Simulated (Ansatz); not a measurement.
The system is CuO.

```
CELL_PARAMETERS angstrom
1.99097 -2.15355 0.00000
1.99097 2.15355 0.00000
0.00000 0.00000 5.15593
ATOMIC_POSITIONS crystal
Cu 0.50000 0.00000 0.00000
Cu 0.00000 0.50000 0.50000
O 0.50000 0.50000 0.25000
O 0.50000 0.50000 0.75000
```

Measurements of this composition are mostly on another form, of space group No. 15.

| Item | Value |
| --- | --- |
| Program | Ansatz 0.2.0 |
| Task | single point |
| Functional | PBEsol |
| Potentials or basis | Ansatz PAW |
| Cutoff | 420 eV (not typed: the program's choice for these potentials) |
| k mesh | 9 × 9 × 5 |
| Occupations | fermi-dirac, width 0.05 eV |
| Spin | no spin polarisation |

On this cell: pressure -6.0 GPa; largest force under 0.003 eV/Å; band gap on the k mesh none (metal or under the smearing width).

The same run follows on a disturbed copy (atoms moved at random, drawn with an rms of 0.05 Å):

```xyz
4
Lattice="1.9910 -2.1536 0.0000 1.9910 2.1536 0.0000 0.0000 0.0000 5.1559" Properties=species:S:1:pos:R:3 pbc="T T T"
Cu    0.9825   -1.0968   -0.0160
Cu    0.9693    1.0564    2.5449
O     1.9939    0.0278    1.2999
O     2.0088   -0.0174    3.8223
```

Problem. What does the disturbed cell give?

Solution. The energy (extrapolated to zero smearing) moves by +7.2 meV/atom; pressure -5.8 GPa; largest force 0.608 eV/Å; band gap on the k mesh none (metal or under the smearing width).

Forces in eV/Å, atoms in the order of the input:
```
Cu   0.269  0.289 -0.089
Cu   0.205  0.090  0.245
O   -0.180 -0.302 -0.496
O   -0.293 -0.077  0.339
```

Stress tensor (GPa, compression positive):
```
-4.30 -0.79 -0.78
-0.79 -5.89  0.34
-0.78  0.34 -7.19
```

Caveats: the run has no spin polarisation, though such a crystal can be magnetic; semilocal functionals often make such compounds metallic where correlation or magnetic order opens a gap, which also shifts bond lengths; the PAW data sets come from PBE, with cores solved anew for the run's functional, which leaves a small shift of forces and pressure.
